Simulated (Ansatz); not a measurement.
Crystal: ZrSe2.

```
Zr Se
1.0
     3.79800    0.00000    0.00000
    -1.89900    3.28916    0.00000
     0.00000    0.00000    6.19200
Zr Se
1 2
Direct
  0.00000 0.00000 0.00000
  0.66667 0.33333 0.75000
  0.33333 0.66667 0.25000
```

Program: Ansatz 0.2.0. Alike in all runs: task band structure; potentials or basis Ansatz PAW; no spin polarisation; cell as given; k mesh 8 × 8 × 5.

Q: Order these runs on this cell by their pressure, lowest first.
A. level r2SCAN+rVV10; cutoff (eV) 500; smearing gaussian 0.1 eV
B. level revPBE; cutoff (eV) 420; smearing fermi-dirac 0.05 eV
C. level BLYP; cutoff (eV) 420; smearing fermi-dirac 0.05 eV

A: A (0.5 GPa), B (3.4 GPa), C (5.6 GPa).

Caveats: the PAW data sets come from PBE, with cores solved anew for the run's functional, which leaves a small shift of forces and pressure; this functional lacks dispersion, which binds the layers, so the pressure and a relaxed spacing across them are unreliable (some runs).
